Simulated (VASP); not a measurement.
The system is Cu3N.

```xyz
4
Lattice="3.8070 0.0000 0.0000 0.0000 3.8070 0.0000 0.0000 0.0000 3.8070" Properties=species:S:1:pos:R:3 pbc="T T T"
Cu    1.9035    0.0000    0.0000
Cu    0.0000    1.9035    0.0000
Cu    0.0000    0.0000    1.9035
N     0.0000    0.0000    0.0000
```

| Item | Value |
| --- | --- |
| Program | VASP 6.6.1 |
| Task | relaxation of cell and atoms |
| Functional | PBEsol |
| Potentials or basis | VASP PAW PBE potentials, release 64 (Cu, N) |
| Cutoff | 600 eV |
| k mesh | 10 × 10 × 10 |
| Occupations | methfessel-paxton, width 0.1 eV |
| Spin | no spin polarisation |

At the start: pressure -3.5 GPa; volume 13.79 Å³/atom.

Problem. How do energy, volume and symmetry change on relaxing?

Solution. Over 3 steps the energy falls by 4.4 meV/atom and the volume is 13.40 Å³/atom (-2.8 %); space group Pm-3m (No. 221, to 0.05 Å).

The path:
```tsv
step	energy change (eV)	largest force (eV/Å)	pressure (GPa)	volume (Å³)
1	0.0000	0.0000	-3.49	55.18
2	-0.0127	0.0000	1.98	52.81
3	-0.0178	0.0000	0.01	53.60
```

Final structure:
```
Cu N
1.0
     3.77050    0.00000    0.00000
     0.00000    3.77050    0.00000
     0.00000    0.00000    3.77050
Cu N
3 1
Direct
  0.50000 0.00000 0.00000
  0.00000 0.50000 0.00000
  0.00000 0.00000 0.50000
  0.00000 0.00000 0.00000
```

Caveat: the PAW data sets were made with another functional, which shifts forces and pressure a little.
